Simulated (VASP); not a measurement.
# B (P6_3/mmc) in VASP: further runs

The runs below take B through single point, with BLYP.

Everything below comes from runs of VASP 6.6.1. Logs are shortened: lines on timing, memory, paths and dates and some standing lists are left out, and cuts for length are marked.

### 1 The crystal as given

Symmetry: P6_3/mmc, No. 194, hexagonal system. Conventional cell: a = 1.717 Å, b = 1.717 Å, c = 10.654 Å, α = 90.00°, β = 90.00°, γ = 120.00°. Around B (site symmetry -6m2) lie 6 B at 1.72 Å.

This isn't the form of B at room conditions, which is rhombohedral.

### 2 Single point, BLYP

INCAR reads:

```
AGGAC = 1.0 ; AGGAX = 1.0
ALDAC = 0.0 ; ALDAX = 1.0
ALGO = Fast ; EDIFF = 1E-6
ENCUT = 520 ; GGA = B5
ISIF = 2 ; ISMEAR = -1
LASPH = T ; LCHARG = T
LELF = T ; LREAL = F
LVHAR = T ; LWAVE = F
NBANDS = 10 ; NELM = 100
PREC = Accurate ; SIGMA = 0.1
```

KPOINTS reads:

```
k-points
0
Gamma
  34 34 5
```

POSCAR reads:

```
B
1.0
    1.7170277956      0.0000000000      0.0000000000
   -0.8585138978      1.4869896900      0.0000000000
    0.0000000000      0.0000000000     10.6541280078
B
2
Direct
    0.3333333333      0.6666666667      0.2500000000
    0.6666666667      0.3333333333      0.7500000000
```

Potentials or basis: VASP PAW PBE potentials, release 64 (B).

Command:

```bash
> cat potpaw_PBE.64/B/POTCAR > POTCAR
> mpirun -np 1 vasp_std > vasp.out
```

OUTCAR:

```text
EDIFF = 1E-6
   ENCUT = 520
   GGA = B5
   ISIF = 2
   ISMEAR = -1
   LASPH = T
   LREAL = F
   NELM = 100
   PREC = Accurate

 ion  position               nearest neighbor table
   1  0.333  0.667  0.250-
   2  0.667  0.333  0.750-

  LATTYP: Found a hexagonal cell.
 ALAT       =     1.7170277956
 C/A-ratio  =     6.2049828402

  Lattice vectors:

 A1 = (   1.7170277956,   0.0000000000,   0.0000000000)
 A2 = (  -0.8585138978,   1.4869896900,   0.0000000000)
 A3 = (   0.0000000000,   0.0000000000,  10.6541280078)

Analysis of symmetry for initial positions (statically):
=====================================================================
 Subroutine PRICEL returns:
 Original cell was already a primitive cell.

 Routine SETGRP: Setting up the symmetry group for a
 hexagonal supercell.

 Subroutine GETGRP returns: Found 24 space group operations
 (whereof 12 operations were pure point group operations)
 out of a pool of 24 trial point group operations.

The static configuration has the point symmetry D_3d.
 The point group associated with its full space group is D_6h.

Analysis of symmetry for dynamics (positions and initial velocities):
=====================================================================
 Subroutine PRICEL returns:
 Original cell was already a primitive cell.

 Routine SETGRP: Setting up the symmetry group for a
 hexagonal supercell.

 Subroutine GETGRP returns: Found 24 space group operations
 (whereof 12 operations were pure point group operations)
 out of a pool of 24 trial point group operations.

The dynamic configuration has the point symmetry D_3d.
 The point group associated with its full space group is D_6h.

 Subroutine INISYM returns: Found 24 space group operations
 (whereof 12 operations are pure point group operations),
 and found     1 'primitive' translations

----------------------------------------------------------------------------------------

                                     Primitive cell

  volume of cell :      27.2021

  direct lattice vectors                    reciprocal lattice vectors
     1.717027796  0.000000000  0.000000000     0.582401754  0.336249810  0.000000000
    -0.858513898  1.486989690  0.000000000     0.000000000  0.672499619  0.000000000
     0.000000000  0.000000000 10.654128008     0.000000000  0.000000000  0.093860333

  length of vectors
     1.717027796  1.717027796 10.654128008     0.672499619  0.672499619  0.093860333

  position of ions in fractional coordinates (direct lattice)
     0.333333333  0.666666667  0.250000000
     0.666666667  0.333333333  0.750000000

  ion indices of the primitive-cell ions
   primitive index   ion index
                 1           1
                 2           2

----------------------------------------------------------------------------------------

 KPOINTS: k-points

Automatic generation of k-mesh.
 Grid dimensions read from file:
 generate k-points for:   34   34    5

 Generating k-lattice:

  Cartesian coordinates                     Fractional coordinates (reciprocal lattice)
     0.017129463  0.009889700  0.000000000     0.029411765  0.000000000  0.000000000
     0.000000000  0.019779401  0.000000000     0.000000000  0.029411765  0.000000000
     0.000000000  0.000000000  0.018772067     0.000000000  0.000000000  0.200000000

  Length of vectors
     0.019779401  0.019779401  0.018772067

  Shift w.r.t. Gamma in fractional coordinates (k-lattice)
     0.000000000  0.000000000  0.000000000

 Subroutine IBZKPT returns following result:
 ===========================================

 Found    342 irreducible k-points:

 Following reciprocal coordinates:
            Coordinates               Weight
  0.000000  0.000000  0.000000      1.000000
  0.029412 -0.000000  0.000000      6.000000
  0.058824 -0.000000  0.000000      6.000000
  0.088235 -0.000000  0.000000      6.000000
  0.117647 -0.000000  0.000000      6.000000
  0.147059  0.000000  0.000000      6.000000
[... 16 lines left out ...]
  0.147059  0.029412  0.000000     12.000000
  0.176471  0.029412  0.000000     12.000000
 [... further k-points ...]
   k-points           NKPTS =    342   k-points in BZ     NKDIM =    342   number of bands    NBANDS=     10
   number of dos      NEDOS =    301   number of ions     NIONS =      2
   total plane-waves  NPLWV =  15680
   dimension x,y,z NGX =    14 NGY =   14 NGZ =   80
   dimension x,y,z NGXF=    28 NGYF=   28 NGZF=  160
   ions per type =               2
   NGX,Y,Z   is equivalent  to a cutoff of  13.56, 13.56, 12.48 a.u.
   NGXF,Y,Z  is equivalent  to a cutoff of  27.11, 27.11, 24.97 a.u.
 SYSTEM =  unknown system
   PREC   = accura    normal or accurate (medium, high low for compatibility)
   ISTART =      0    job   : 0-new  1-cont  2-samecut
   ICHARG =      2    charge: 1-file 2-atom 10-const
   ISPIN  =      1    spin polarized calculation?
   LNONCOLLINEAR =      F non collinear calculations
   LSORBIT =      F    spin-orbit coupling
   LASPH  =      T    aspherical Exc in radial PAW
   ENCUT  =  520.0 eV  38.22 Ry    6.18 a.u.   3.19  3.19 19.81*2*pi/ulx,y,z
   NELM   =    100;   NELMIN=  2; NELMDL= -5     # of ELM steps
   EDIFF  = 0.1E-05   stopping-criterion for ELM
[... 8 lines left out ...]
   TEBEG  =    0.0;   TEEND  =   0.0 temperature during run
   PSTRESS=    0.0 pullay stress
   NELECT =       6.0000    total number of electrons
   NUPDOWN=      -1.0000    fix difference up-down
   EMIN   =  10.00;   EMAX   =-10.00  energy-range for DOS
   EFERMI =   0.00;   METHOD = LEGACY
   ISMEAR =    -1;   SIGMA  =   0.10  broadening in eV -4-tet -1-fermi 0-gaus
   EFERMI_NEDOS =   21; number of points for ismear=-14 and -15
   IALGO  =     68    algorithm
   IMIX   =      4    mixing-type and parameters
     AMIX     =   0.40;   BMIX     =  1.00
     AMIX_MAG =   1.60;   BMIX_MAG =  1.00
  volume/ion in A,a.u.               =      13.60        91.78
  Fermi-wavevector in a.u.,A,eV,Ry     =   0.989139  1.869202 13.311897  0.978397
  Thomas-Fermi vector in A             =   2.120717
   LORBIT       =      0    0 simple, 1 ext, 2 COOP (PROOUT), +10 PAW based schemes
   GGA     = B5    functional components
   LHFCALC =     F    Hartree Fock is set to
   AEXX    =    0.0000 exact exchange contribution
   IVDW    =     0    specifies the selected vdW correction
   LEPSILON=     F    determine dielectric tensor
   LRPA    =     F    only Hartree local field effects (RPA)
 non-spin polarized calculation
 RMM-DIIS sequential band-by-band and
  energy-cutoff  :      520.00
  volume of cell :       27.20
 maximum number of plane-waves:       760
 NGX is ok and might be reduce to    14
   NGX =  7   NGY =  7   NGZ = 39

 number of electron       6.0000000 magnetization

 Free energy of the ion-electron system (eV)
  ---------------------------------------------------
  ext. energy  EPLUGINS =         0.00000000
  ---------------------------------------------------
  free energy    TOTEN  =       -10.83635209 eV

  energy without entropy =      -10.82575212  energy(sigma->0) =      -10.83105211

 E-fermi :   2.8272     XC(G=0):  -7.2508

 val. band max:        2.8241672213   @ k =   0.3824   0.2059   0.0000
 cond. band min:       2.8557920376   @ k =   0.2941   0.0882   0.0000
 fundamental gap:      0.0316248163
 Fermi energy:         2.8271631092

 k-point     1 :       0.0000    0.0000    0.0000
  band No.  band energies     occupation
      1     -14.0516      2.00000
      2     -14.0433      2.00000
      3      -4.7942      2.00000
      4      -4.6400      2.00000
      5       4.4139      0.00000
      6       6.7859      0.00000
      7       8.1677      0.00000
      8      13.3419      0.00000
      9      17.1014      0.00000
     10      26.7051      0.00000

 k-point     2 :       0.0294   -0.0000    0.0000
  band No.  band energies     occupation
      1     -14.0128      2.00000
      2     -14.0045      2.00000
      3      -4.7377      2.00000
      4      -4.5837      2.00000
      5       4.4684      0.00000
      6       6.8435      0.00000
      7       8.2159      0.00000
      8      13.3976      0.00000
      9      17.1350      0.00000
     10      26.3656      0.00000

 k-point     3 :       0.0588   -0.0000    0.0000
  band No.  band energies     occupation
      1     -13.8963      2.00000
      2     -13.8882      2.00000
      3      -4.5686      2.00000
      4      -4.4149      2.00000
      5       4.6317      0.00000
      6       7.0162      0.00000
      7       8.3599      0.00000
      8      13.5643      0.00000
      9      17.2321      0.00000
     10      25.6158      0.00000

 k-point     4 :       0.0882   -0.0000    0.0000
  band No.  band energies     occupation
      1     -13.7025      2.00000
      2     -13.6946      2.00000
      3      -4.2868      2.00000
      4      -4.1338      2.00000
      5       4.9034      0.00000
      6       7.3039      0.00000
      7       8.5984      0.00000
      8      13.8416      0.00000
      9      17.3802      0.00000
     10      24.6804      0.00000
[... 222 lines left out ...]
 k-point    22 :       0.1176    0.0294    0.0000
  band No.  band energies     occupation
      1     -13.2390      2.00000
      2     -13.2316      2.00000
      3      -3.6120      2.00000
      4      -3.4608      2.00000
      5       5.5528      0.00000
      6       7.9935      0.00000
      7       9.1603      0.00000
      8      14.5038      0.00000
      9      17.6415      0.00000
     10      22.8335      0.00000

 k-point    23 :       0.1471    0.0294    0.0000
  band No.  band energies     occupation
      1     -12.8546      2.00000
      2     -12.8476      2.00000
      3      -3.0513      2.00000
      4      -2.9016      2.00000
      5       6.0896      0.00000
      6       8.5670      0.00000
      7       9.6124      0.00000
      8      15.0514      0.00000
      9      17.6815      0.00000
     10      21.3895      0.00000

 k-point    24 :       0.1765    0.0294    0.0000
  band No.  band energies     occupation
      1     -12.3961      2.00000
      2     -12.3896      2.00000
      3      -2.3806      2.00000
      4      -2.2328      2.00000
      5       6.7263      0.00000
      6       9.2534      0.00000
      7      10.1246      0.00000
      8      15.7023      0.00000
      9      17.3828      0.00000
     10      19.8272      0.00000

 [... further k-points ...]
[... 5 lines left out ...]
  --------------------------------------------------------------------------------------
  -------------------------------------------------------------------------------------
  Total       -0.2099417     -0.2099417      0.0160080     -0.0000000     -0.0000000      0.0000000
  in kB      -12.3653412    -12.3653412      0.9428519     -0.0000000     -0.0000000      0.0000000
  external PRESSURE =      -7.9292768 kB  Pullay stress =       0.0000000 kB

 VOLUME and BASIS-vectors are now :
 -----------------------------------------------------------------------------
  energy-cutoff  :      520.00
  volume of cell :       27.20
      direct lattice vectors                 reciprocal lattice vectors
     1.717027796  0.000000000  0.000000000     0.582401754  0.336249810  0.000000000
    -0.858513898  1.486989690  0.000000000     0.000000000  0.672499619  0.000000000
     0.000000000  0.000000000 10.654128008     0.000000000  0.000000000  0.093860333

 POSITION                                       TOTAL-FORCE (eV/Angst)
 -----------------------------------------------------------------------------------
     -0.00000      0.99133      2.66353         0.000000      0.000000      0.000000
      0.85851      0.49566      7.99060        -0.000000     -0.000000      0.000000
 -----------------------------------------------------------------------------------
    total drift:                               -0.000000     -0.000000     -0.000000

  FREE ENERGIE OF THE ION-ELECTRON SYSTEM (eV)
  ---------------------------------------------------
  free  energy   TOTEN  =       -10.8363520936 eV

  energy  without entropy=      -10.8257521179  energy(sigma->0) =      -10.83105211
```

Run time: 1.9 min. Hardware: 1 thread of Intel Xeon Platinum 8375C at 2.90GHz (Ice Lake), shared host; peak memory 0.19 GiB.

Results:

* Free energy: -10.8364 eV
* Pressure: -0.8 GPa
* Band gap on the k mesh: none (metal or under the smearing width)

Caveat: the PAW data sets were made with another functional, which shifts forces and pressure a little; this functional lacks dispersion, which binds the layers, so the pressure and a relaxed spacing across them are unreliable.

(Continued in part 2 of 2.)
